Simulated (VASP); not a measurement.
# A VASP 6.6.1 single-point calculation on Ge

INCAR

```
NBANDS = 21
SIGMA = 0.02
EDIFF = 1E-7
LCHARG = .FALSE.
GGA = PE
ENCUT = 520
ISIF = 2
ISMEAR = -1
LMAXMIX = 6
PREC = Normal
LWAVE = .FALSE.
NELM = 120
LREAL = .FALSE.
NSW = 0
LASPH = .FALSE.
IBRION = -1
```

KPOINTS

```
KPOINTS created by Atomic Simulation Environment
0
Gamma
8 8 8
0 0 0
```

POSCAR

```
Ge
 1.0000000000000000
    -0.0000000000000000    2.8368735120893840    2.8368735120893840
     2.8368735120893840    0.0000000000000000    2.8368735120893840
     2.8368735120893840    2.8368735120893840   -0.0000000000000000
 Ge
   2
Cartesian
  0.0000000000000000 -0.0000000000000000 -0.0000000000000000
  1.4184367560446920  1.4184367560446920  1.4184367560446920
```

The recommended PBE PAW datasets give the neutral cell 28 valence electrons.

Command

```
mpirun -np 1 vasp_std
```

Q: How does this run end, and what does it give?

A: It converged. Results: gap between bands v and c on the k mesh 0.00 eV; least direct gap on the k mesh 0.00 eV; pressure 3.0 GPa. Band v is the last that the valence electrons fill when counted band by band, and c is the next.

OSZICAR

```
N       E                     dE             d eps       ncg     rms          rms(c)
DAV:   1     0.187710572633E+03    0.18771E+03   -0.14462E+04  1345   0.362E+03
DAV:   2     0.187471232094E+02   -0.16896E+03   -0.16453E+03  1223   0.624E+02
DAV:   3    -0.816611373023E+01   -0.26913E+02   -0.26729E+02  1413   0.143E+02
DAV:   4    -0.907690470365E+01   -0.91079E+00   -0.91028E+00  1363   0.307E+01
DAV:   5    -0.909221540757E+01   -0.15311E-01   -0.15310E-01  1383   0.438E+00    0.318E+00
DAV:   6    -0.903666706732E+01    0.55548E-01   -0.20024E-02  1376   0.137E+00    0.190E+00
DAV:   7    -0.900506014032E+01    0.31607E-01   -0.48553E-02  1287   0.202E+00    0.155E-01
DAV:   8    -0.900684963469E+01   -0.17895E-02   -0.63375E-03  1353   0.106E+00    0.562E-02
DAV:   9    -0.900686361331E+01   -0.13979E-04   -0.20510E-04  1618   0.255E-01    0.203E-02
DAV:  10    -0.900689245594E+01   -0.28843E-04   -0.90263E-05  1350   0.143E-01    0.703E-03
DAV:  11    -0.900689320083E+01   -0.74489E-06   -0.13012E-05  1599   0.651E-02    0.217E-03
DAV:  12    -0.900689358961E+01   -0.38877E-06   -0.49971E-07  1371   0.102E-02    0.329E-04
DAV:  13    -0.900689350637E+01    0.83239E-07   -0.29019E-08   899   0.194E-03
   1 F= -.90068935E+01 E0= -.90068112E+01  d E =-.164627E-03
```

For comparison, a separate PBE run of the intended cell, on usual settings and not on those above, gives a gap of 0.00 eV on its mesh and a pressure of 2.9 GPa.
